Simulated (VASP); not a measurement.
From an Ansatz input to VASP: GaN (strained rocksalt)

Ansatz input

```yaml
crystal:
  lattice:
    - [0.0, 2.1928558437, 2.0342577101]
    - [2.1928558437, 0.0, 2.0342577101]
    - [2.1928558437, 2.1928558437, 0.0]
  atoms:
    - { symbol: Ga, position: [0.0, 0.0, 0.0] }
    - { symbol: "N", position: [0.5, 0.5, 0.5] }
kpoints:
  mp_grid: { grid: [10, 10, 10] }
  band_path:
    path:
      - [0.0, 0.0, 0.0]
      - [0.5, 0.0, 0.5]
      - [0.625, 0.25, 0.625]
      - [0.375, 0.375, 0.75]
      - [0.5, 0.5, 0.5]
      - [0.5, 0.25, 0.75]
      - [0.011719, 0.191406, -0.179687]
      - [0.5, 0.5, 0.0]
    npoints: 1
hamiltonian:
  xc: pbe
scf:
  occupations: { method: fermi_dirac, width: 0.02 }
  n_extra_bands: 4
output:
  forces: true
  stress: true
  eigenvalues: true
```

Task: Write VASP inputs for this cell and level of theory.

Result: 

INCAR

```
NSW = 0
NELM = 120
LASPH = .TRUE.
ENCUT = 520
LREAL = .FALSE.
NBANDS = 16
ISMEAR = -1
ISIF = 2
EDIFF = 1E-7
IBRION = -1
SIGMA = 0.02
LCHARG = .FALSE.
LWAVE = .FALSE.
PREC = Accurate
GGA = PE
```

KPOINTS

```
KPOINTS created by Atomic Simulation Environment
0
Gamma
10 10 10
0 0 0
```

KPOINTS_OPT

```
special points
8
Reciprocal
0.0000000000 0.0000000000 0.0000000000 1
0.5000000000 0.0000000000 0.5000000000 1
0.6250000000 0.2500000000 0.6250000000 1
0.3750000000 0.3750000000 0.7500000000 1
0.5000000000 0.5000000000 0.5000000000 1
0.5000000000 0.2500000000 0.7500000000 1
0.0117190000 0.1914060000 -0.1796870000 1
0.5000000000 0.5000000000 0.0000000000 1
```

POSCAR

```
Ga N
 1.0000000000000000
     0.0000000000000000    2.1928558436999999    2.0342577100999999
     2.1928558436999999    0.0000000000000000    2.0342577100999999
     2.1928558436999999    2.1928558436999999    0.0000000000000000
 Ga  N
   1   1
Cartesian
  0.0000000000000000  0.0000000000000000  0.0000000000000000
  2.1928558436999999  2.1928558436999999  2.0342577101000003
```

VASP ran with the recommended PBE PAW datasets (18 valence electrons in the cell). Other inputs would serve too.

|  | Ansatz | VASP |
| --- | --- | --- |
| gap between bands v and c | 0.01 eV | 0.00 eV |
| least direct gap | 2.14 eV | 2.14 eV |
| pressure | 0.6 GPa | 1.3 GPa |

Datasets and cutoffs are each program's own. VASP's cell holds 18 valence electrons and Ansatz's 18. Ansatz's stress includes a Pulay correction; VASP's doesn't.
